**Equation of state of bcc tungsten in five LDA runs**

The table holds the equilibrium volume, bulk modulus and modulus slope of bcc W from GPAW, Ansatz, Quantum ESPRESSO (PseudoDojo and GBRV potentials) and all-electron FLEUR, in LDA without spin polarisation or spin-orbit coupling, on one k mesh. The program works out spreads and offsets, rebuilds each Birch-Murnaghan curve from the three tabulated values, and compares its pressure with the stress of the same run and its modulus at a common volume. The volumes span 0.57% and lie 2.6 to 3.1% below the input cell. Energy and stress agree to about 0.1 GPa in three plane-wave runs and differ by 2.2 GPa on average with GBRV, whose curve is also 2.9% stiffer than the PseudoDojo one at the median volume. The relation δV/V = −t/B for a tilt t of the energy curve reproduces, as a consistency check, the 0.001 Å³ between the two PseudoDojo runs.

Calculated values. Kohn-Sham DFT with the LDA functional for bcc tungsten (one-atom cell), without spin polarisation, spin-orbit coupling or dispersion correction, on a 12×12×12 k mesh with Fermi-Dirac smearing of 0.05 eV. Volumes and moduli are from Birch-Murnaghan fits for a static lattice. The basis column gives the plane-wave cutoff energy or, for FLEUR, Kmax in 1/bohr.

## Program and output

```python
# Table: equilibrium volume, bulk modulus and its slope for bcc W, LDA, no spin, no spin-orbit,
# 12x12x12 mesh, from GPAW, Ansatz, Quantum ESPRESSO (two potential sets) and FLEUR.
# Tested: spreads and offsets; the Birch-Murnaghan curve built from each row (nothing fitted)
# against the stress-derived pressures of the same runs; modulus at a common volume.
T = {
    'run_program': ['GPAW', 'Ansatz', 'Quantum ESPRESSO', 'FLEUR', 'Quantum ESPRESSO'],
    'run_potentials': ['GPAW PAW data sets (gpaw data 1.2.1)', 'PseudoDojo LDA', 'PseudoDojo 0.4.1 SR LDA standard', 'all electron', 'GBRV 1.5 LDA'],
    'run_basis': ['600 eV', '952 eV', '952 eV', '4.17 Kmax', '612 eV'],
    'result_equilibrium_volume': [15.35, 15.355, 15.356, 15.389, 15.438],  # angstrom^3/atom
    'result_bulk_modulus': [327.5, 327.5, 327.4, 326.2, 329.9],  # GPa
    'result_bulk_modulus_slope': [3.91, 3.94, 3.94, 3.98, 3.96],
    'd_median': [-0.006, -0.001, 0.0, 0.033, 0.082],  # angstrom^3/atom
}
import numpy as np
from scipy.constants import e
from scipy.interpolate import CubicSpline
from scipy.optimize import brentq
G = e * 1e21  # GPa per eV/A^3
L = [("QE/" + q.split()[0]) if p.startswith("Quantum") else p for p, q in zip(T["run_program"], T["run_potentials"])]
V, B, S = (np.array(T["result_" + k], float) for k in ("equilibrium_volume", "bulk_modulus", "bulk_modulus_slope"))
ix = {l: i for i, l in enumerate(L)}
# further outputs of the same runs: volumes, stress pressures (GPa), fit rms (meV), points, energies (eV)
vol = np.array([14.89674, 15.2137, 15.53065, 15.8476, 16.16455, 16.48151, 16.79846])
PS = {"GPAW": [10.34613, 2.93263, -3.78181, -9.85604, -15.34549, -20.30431, -24.77998],
      "Ansatz": [10.5187, 3.086285, -3.638099, -9.718759, -15.21082, -20.17004, -24.64752],
      "QE/PseudoDojo": [10.43389, 3.014527, -3.707307, -9.782953, -15.2693, -20.22661, -24.70075],
      "QE/GBRV": [10.16581, 2.611738, -4.23727, -10.41261, -16.00408, -21.03505, -25.59092]}
RMS = {"GPAW": (0.0048, 7), "Ansatz": (0.0040, 7), "QE/PseudoDojo": (0.0040, 7), "FLEUR": (0.0504, 5), "QE/GBRV": (0.0741, 7)}
EA = np.array([-2066.00773, -2066.02106, -2066.02039, -2066.00708, -2065.98232, -2065.94724, -2065.90283])
EQ = np.array([-2066.00589, -2066.01928, -2066.01866, -2066.0054, -2065.9807, -2065.94566, -2065.90131])
def P(i, v):
    x = (V[i] / v) ** (1 / 3)
    return 1.5 * B[i] * (x**7 - x**5) * (1 + 0.75 * (S[i] - 4) * (x**2 - 1))
def K(i, v):
    return -v * (P(i, v + 1e-4) - P(i, v - 1e-4)) / 2e-4
Vin, Vm, f, q, g = vol[3], np.median(V), ix["FLEUR"], ix["QE/PseudoDojo"], ix["QE/GBRV"]
print("row: V-median A^3 (%), V-FLEUR A^3 (%), V vs input cell %, lattice a in A")
for i, l in enumerate(L):
    print(f"{l}: {T['d_median'][i]:+.3f} ({100*(V[i]/Vm-1):+.2f}), {V[i]-V[f]:+.3f} ({100*(V[i]/V[f]-1):+.2f}), {100*(V[i]/Vin-1):+.2f}, {(2*V[i])**(1/3):.4f}")
print(f"input cell: V {Vin:.3f} A^3, a {(2*Vin)**(1/3):.4f} A")
c = [ix["GPAW"], ix["Ansatz"], q]
for n, a, u, r in (("V", V, " A^3", 0.0005), ("B", B, " GPa", 0.05), ("B'", S, "", 0.005)):
    print(f"spread {n}: all {np.ptp(a):.3f}{u} ({100*np.ptp(a)/np.median(a):.2f}%), three close rows {np.ptp(a[c]):.3f} ({100*np.ptp(a[c])/np.median(a):.2f}%), rounding {r}")
print(f"(input - median V) / spread of V: {(Vin-Vm)/np.ptp(V):.1f}")
print(f"rounding of V is worth {B[q]*0.0005/Vm:.3f} GPa in pressure")
print("volume shift at median: tilt B dV/V in GPa, cost B dV^2/2V in meV")
for n, d in (("FLEUR", V[f] - Vm), ("QE/GBRV", V[g] - Vm), ("input cell", Vin - Vm)):
    print(f"{n}: dV {d:.3f} A^3, {B[q]*d/Vm:.2f} GPa, {500*B[q]/G*d*d/Vm:.2f} meV")
d = 1000 * (EA - EQ)
t = (d[-1] - d[0]) / 1000 / np.ptp(vol) * G
print(f"E Ansatz - QE/PseudoDojo: {d[0]:.2f} to {d[-1]:.2f} meV over the volumes (rounding 0.01)")
print(f"its tilt {t:.3f} GPa gives dV {-t*Vm/B[q]:+.4f} A^3; table {V[ix['Ansatz']]-V[q]:+.3f}")
print("P from energy curve less P from stress, GPa: smallest V, mean, largest V")
mis, z = {}, {}
for l, p in PS.items():
    mis[l] = P(ix[l], vol) - np.array(p)
    z[l] = brentq(CubicSpline(vol, p), vol[1], vol[2])
    print(f"{l}: {mis[l][0]:+.2f}, {mis[l].mean():+.2f}, {mis[l][-1]:+.2f}")
print("zero of stress A^3, energy minimum less that zero, stress drop over range GPa (vs QE/PseudoDojo %)")
for l, p in PS.items():
    r = (p[0] - p[-1]) / (PS["QE/PseudoDojo"][0] - PS["QE/PseudoDojo"][-1])
    print(f"{l}: {z[l]:.3f}, {V[ix[l]]-z[l]:+.3f}, {p[0]-p[-1]:.2f} ({100*(r-1):+.1f})")
print("B0 less QE/PseudoDojo: table, expected from -B' B dV/V; B at median V (%), B at input V; GPa")
for i, l in enumerate(L):
    print(f"{l}: {B[i]-B[q]:+.1f}, {-S[q]*B[q]*(V[i]-V[q])/V[q]:+.1f}; {K(i,Vm):.1f} ({100*(K(i,Vm)/K(q,Vm)-1):+.1f}), {K(i,Vin):.1f}")
print("fit rms meV/atom, ratio to QE/PseudoDojo, points less 4 parameters")
for l, (r, n) in RMS.items():
    print(f"{l}: {r:.4f}, {r/RMS['QE/PseudoDojo'][0]:.1f}, {n-4}")
assert V[c].max() < V[f] < V[g] and B.argmax() == g
assert np.ptp(V) / Vm < 0.01 and (V / Vin < 0.98).all()
assert mis["QE/GBRV"].min() > 1.5 and all(abs(mis[l]).max() < 0.3 for l in PS if l != "QE/GBRV")
assert z["QE/GBRV"] < V.min() and K(g, Vm) > 1.02 * K(q, Vm)
```

Output:

```
row: V-median A^3 (%), V-FLEUR A^3 (%), V vs input cell %, lattice a in A
GPAW: -0.006 (-0.04), -0.039 (-0.25), -3.14, 3.1312
Ansatz: -0.001 (-0.01), -0.034 (-0.22), -3.11, 3.1316
QE/PseudoDojo: +0.000 (+0.00), -0.033 (-0.21), -3.10, 3.1316
FLEUR: +0.033 (+0.21), +0.000 (+0.00), -2.89, 3.1339
QE/GBRV: +0.082 (+0.53), +0.049 (+0.32), -2.58, 3.1372
input cell: V 15.848 A^3, a 3.1647 A
spread V: all 0.088 A^3 (0.57%), three close rows 0.006 (0.04%), rounding 0.0005
spread B: all 3.700 GPa (1.13%), three close rows 0.100 (0.03%), rounding 0.05
spread B': all 0.070 (1.78%), three close rows 0.030 (0.76%), rounding 0.005
(input - median V) / spread of V: 5.6
rounding of V is worth 0.011 GPa in pressure
volume shift at median: tilt B dV/V in GPa, cost B dV^2/2V in meV
FLEUR: dV 0.033 A^3, 0.70 GPa, 0.07 meV
QE/GBRV: dV 0.082 A^3, 1.75 GPa, 0.45 meV
input cell: dV 0.492 A^3, 10.48 GPa, 16.08 meV
E Ansatz - QE/PseudoDojo: -1.84 to -1.52 meV over the volumes (rounding 0.01)
its tilt 0.027 GPa gives dV -0.0013 A^3; table -0.001
P from energy curve less P from stress, GPa: smallest V, mean, largest V
GPAW: +0.06, +0.04, +0.02
Ansatz: +0.01, +0.00, -0.01
QE/PseudoDojo: +0.12, +0.09, +0.07
QE/GBRV: +2.47, +2.22, +2.02
zero of stress A^3, energy minimum less that zero, stress drop over range GPa (vs QE/PseudoDojo %)
GPAW: 15.348, +0.002, 35.13 (-0.0)
Ansatz: 15.355, -0.000, 35.17 (+0.1)
QE/PseudoDojo: 15.352, +0.004, 35.13 (+0.0)
QE/GBRV: 15.331, +0.107, 35.76 (+1.8)
B0 less QE/PseudoDojo: table, expected from -B' B dV/V; B at median V (%), B at input V; GPa
GPAW: +0.1, +0.5; 327.0 (-0.1), 288.5
Ansatz: +0.1, +0.1; 327.4 (+0.0), 288.6
QE/PseudoDojo: +0.0, -0.0; 327.4 (+0.0), 288.6
FLEUR: -1.2, -2.8; 329.0 (+0.5), 289.7
QE/GBRV: +2.5, -6.9; 336.9 (+2.9), 297.0
fit rms meV/atom, ratio to QE/PseudoDojo, points less 4 parameters
GPAW: 0.0048, 1.2, 3
Ansatz: 0.0040, 1.0, 3
QE/PseudoDojo: 0.0040, 1.0, 3
FLEUR: 0.0504, 12.6, 1
QE/GBRV: 0.0741, 18.5, 3
```
